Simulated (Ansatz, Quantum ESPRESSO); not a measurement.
Given: the input of a run of Quantum ESPRESSO 7.5 on CO2. The cell comes from a database or a generator and needn't be the stable form of this composition.

Contents of pw.in:

```
&CONTROL
  calculation = 'scf'
  prefix = 'pwscf'
  outdir = './tmp'
  pseudo_dir = './pseudo'
  tprnfor = .true.
  tstress = .true.
  disk_io = 'low'
/
&SYSTEM
  ibrav = 0
  celldm(1) = 8
  nat = 6
  ntyp = 2
  ecutwfc = 45
  ecutrho = 360
  nbnd = 24
  occupations = 'smearing'
  smearing = 'fd'
  degauss = 0.00367493
/
&ELECTRONS
  conv_thr = 1.2d-09
  electron_maxstep = 120
  mixing_beta = 0.5
/
ATOMIC_SPECIES
O     15.9990 o_pbesol_v1.2.uspp.F.UPF
C     12.0110 c_pbesol_v1.2.uspp.F.UPF
CELL_PARAMETERS alat
  0.6226437891907  -0.5639363503405   0.0000000000000
  0.6226437891907   0.5639363503405   0.0000000000000
  0.0000000000000   0.0000000000000   1.5559945643633
ATOMIC_POSITIONS crystal
O      0.3065085700    0.6934914300    0.6081566100
O      0.6934914300    0.3065085700    0.3918433900
O      0.1934914300    0.8065085700    0.1081566100
O      0.8065085700    0.1934914300    0.8918433900
C      0.5000000000    0.5000000000    0.5000000000
C      0.0000000000    0.0000000000    0.0000000000
K_POINTS automatic
8 8 4 0 0 0
```

File pp_density.in:

```
&INPUTPP
  prefix = 'pwscf'
  outdir = './tmp'
  filplot = 'density.dat'
  plot_num = 0
/
&PLOT
  nfile = 1
  filepp(1) = 'density.dat'
  iflag = 3
  output_format = 6
  fileout = 'density.cube'
/
```

File pp_potential.in:

```
&INPUTPP
  prefix = 'pwscf'
  outdir = './tmp'
  filplot = 'potential.dat'
  plot_num = 11
/
&PLOT
  nfile = 1
  filepp(1) = 'potential.dat'
  iflag = 3
  output_format = 6
  fileout = 'potential.cube'
/
```

Potentials or basis: GBRV 1.5 PBEsol.

Launch:

```sh
$ OMP_NUM_THREADS=1 mpirun -n 2 pw.x -nk 2 -in pw.in > pw.out
$ OMP_NUM_THREADS=1 mpirun -n 1 pp.x -in pp_density.in > pp_density.out
$ OMP_NUM_THREADS=1 mpirun -n 1 pp.x -in pp_potential.in > pp_potential.out
```

Question: Set up the same calculation for Ansatz 0.2.0. Potentials or basis there: all-electron LAPW, scalar-relativistic.

Answer: As run (cutoffs and basis follow the program's own potentials, and thresholds, step limits or extra output files can differ):

Contents of input.yaml:

```yaml
crystal:
  lattice:
    - [2.63591123, -2.38737812, 0.0]
    - [2.63591123, 2.38737812, 0.0]
    - [0.0, 0.0, 6.58717491]
  atoms:
    - { symbol: O, position: [0.30650857, 0.69349143, 0.60815661] }
    - { symbol: O, position: [0.69349143, 0.30650857, 0.39184339] }
    - { symbol: O, position: [0.19349143, 0.80650857, 0.10815661] }
    - { symbol: O, position: [0.80650857, 0.19349143, 0.89184339] }
    - { symbol: C, position: [0.5, 0.5, 0.5] }
    - { symbol: C, position: [0.0, 0.0, 0.0] }
kpoints:
  mp_grid: { grid: [8, 8, 4] }
scf:
  occupations: { method: fermi_dirac, width: 0.05 }
hamiltonian:
  xc: pbesol
  pseudopotentials: { kind: all_electron, lapw: { basis_error: 0.001 } }
output:
  forces: true
  stress: true
  eigenvalues: true
  populations: true
```

Potentials or basis: all-electron LAPW, scalar-relativistic.

Launch:

```sh
$ ansatz run input.yaml --threads 4 --pin off --max-ram 12288MiB --backend cpu --events-out ev --progress --plain --runs-dir out
```

Both were run:

|  | Quantum ESPRESSO | Ansatz |
| --- | --- | --- |
| Pressure | 1.6 GPa | 1.0 GPa |

Where Ansatz's input types no cutoff or centring, it takes its own default and a Γ-centred mesh.

Pressure is positive in compression.
